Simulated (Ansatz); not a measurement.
The system is ZrB2.

```
Zr B
1.0
     3.17000    0.00000    0.00000
    -1.58500    2.74530    0.00000
     0.00000    0.00000    3.53300
Zr B
1 2
Cartesian
  0.0000 0.0000 0.0000
  1.5850 0.9151 1.7665
  0.0000 1.8302 1.7665
```

Base run:

```yaml
Program: Ansatz 0.2.0
Functional: PBEsol
Potentials_or_basis: Ansatz PAW
Cutoff: 420 eV
Density_cutoff: 1680 eV
k_mesh: 10 × 10 × 8
Occupations: fermi-dirac, width 0.05 eV
Spin: no spin polarisation
```

Its results: band gap on the k mesh none (metal or under the smearing width); pressure -4.1 GPa.

**Question.** After a change of settings the same cell gave: band gap on the k mesh none (metal or under the smearing width); pressure 7.3 GPa. Which change was it?
A. functional from PBEsol to PBE; occupations from fermi-dirac, width 0.05 eV to gaussian, width 0.03 eV
B. functional from PBEsol to BLYP
C. functional from PBEsol to r2SCAN; cutoff from 420 eV to 500 eV; density cutoff from 1680 eV to 2000 eV
D. functional from PBEsol to LDA; occupations from fermi-dirac, width 0.05 eV to gaussian, width 0.1 eV

**Answer.** B.

BLYP binds less tightly than PBEsol, so the same cell stands under more pressure.

Caveats: the PAW data sets come from PBE, with cores solved anew for the run's functional, which leaves a small shift of forces and pressure; the potentials were made for another functional, which shifts forces and pressure (some runs).

Not every run made on this cell is shown here.
